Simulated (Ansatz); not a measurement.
Set up this calculation in Ansatz 0.2.0, as the native input.

| Item | Value |
| --- | --- |
| Task | density of states |
| Functional | PBEsol |
| Potentials or basis | Ansatz PAW |
| Cutoff | 420 eV (not typed: the program's choice for these potentials) |
| k mesh | 8 × 8 × 6 |
| Occupations | fermi-dirac, width 0.05 eV |
| Spin | no spin polarisation |

HfC:

```
Hf C
1.0
     3.34287    0.00000    0.00000
    -1.67143    2.89501    0.00000
     0.00000    0.00000    5.20271
Hf C
2 2
Direct
  0.33333 0.66667 0.25000
  0.66667 0.33333 0.75000
  0.00000 0.00000 0.50000
  0.00000 0.00000 0.00000
```

The cell comes from a database or a generator and needn't be the stable form of this composition.

The input as run:

input.yaml

```yaml
crystal:
  lattice:
    - [3.3428660531, 0.0, 0.0]
    - [-1.6714330265, 2.8950069234, 0.0]
    - [0.0, 0.0, 5.202714]
  atoms:
    - { symbol: Hf, position: [0.3333333333, 0.6666666667, 0.25] }
    - { symbol: Hf, position: [0.6666666667, 0.3333333333, 0.75] }
    - { symbol: C, position: [0.0, 0.0, 0.5] }
    - { symbol: C, position: [0.0, 0.0, 0.0] }
hamiltonian:
  xc: pbesol
  pseudopotentials: { kind: paw }
kpoints:
  mp_grid: { grid: [8, 8, 6] }
scf:
  occupations: { method: fermi_dirac, width: 0.05 }
  n_extra_bands: 10
output:
  forces: true
  stress: true
  eigenvalues: true
  dos: { projected: false, de: 0.05, nscf_kmesh: { grid: [12, 12, 9] } }
```

Potentials or basis: Ansatz PAW.

Command:

```console
$ ansatz run input.yaml --threads 2 --pin off --max-ram 5632MiB --backend cpu --events-out ev --progress --plain --runs-dir out
```

It gave:

The pressure is -7.4 GPa, the band gap on the k mesh is none (metal or under the smearing width) and the density of states at the Fermi level is 0.49 states/eV per cell.

Caveat: the PAW data sets come from PBE, with cores solved anew for the run's functional, which leaves a small shift of forces and pressure; the density of states is complete only up to the lowest level of the last band computed.

Wall time 3.5 s on 2 threads of AMD EPYC 7R13 Processor (Zen 3), with other jobs on the host, peak memory 0.42 GiB.
